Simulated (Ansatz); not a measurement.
**C: one input, then a changed one**

The cell is COD entry 9008564, as deposited and not checked against the literature; nothing was relaxed. The listed cell was then made from it by scaling, straining or moving an atom.

First run: DFT, PBE, PAW with Ansatz's default frozen-core files, scalar-relativistic (Ansatz 0.2.0).

Command: `ansatz run input.yaml --threads 1 --pin off --max-ram 2048MiB --backend cpu --events-out ev --progress --plain --runs-dir out` The run took 2.2 s on 1 thread of Arm Neoverse V1, with other jobs on the host.

```yaml
crystal:
  lattice:
    - [0.0, 1.7981395114, 1.7981395114]
    - [1.7981395114, 0.0, 1.7981395114]
    - [1.7981395114, 1.7981395114, 0.0]
  atoms:
    - { symbol: C, position: [0.5, 0.5, 0.5] }
    - { symbol: C, position: [0.75, 0.75, 0.75] }
kpoints:
  mp_grid: { grid: [20, 20, 20] }
scf:
  occupations: { method: fermi_dirac, width: 0.08 }
hamiltonian:
  xc: pbe
  pseudopotentials: { kind: paw }
output:
  forces: true
  stress: true
  eigenvalues: true
  efg: { contact_densities: true }
```

Result: converged; pressure -8.61 GPa; gap on the k mesh 4.09 eV; 6 SCF iterations.

The input is then changed:

```diff
@@ -19,3 +19,6 @@
   eigenvalues: true
   efg: { contact_densities: true }
+basis:
+  ecutwfc: "58.8 Ry"
+accuracy: high
```

(1) What does the second run give?

Results:

(1) It converged; energy at zero smearing -3.9 meV/atom from the first run; pressure -8.65 GPa; gap on the k mesh 4.09 eV; 6 SCF iterations.
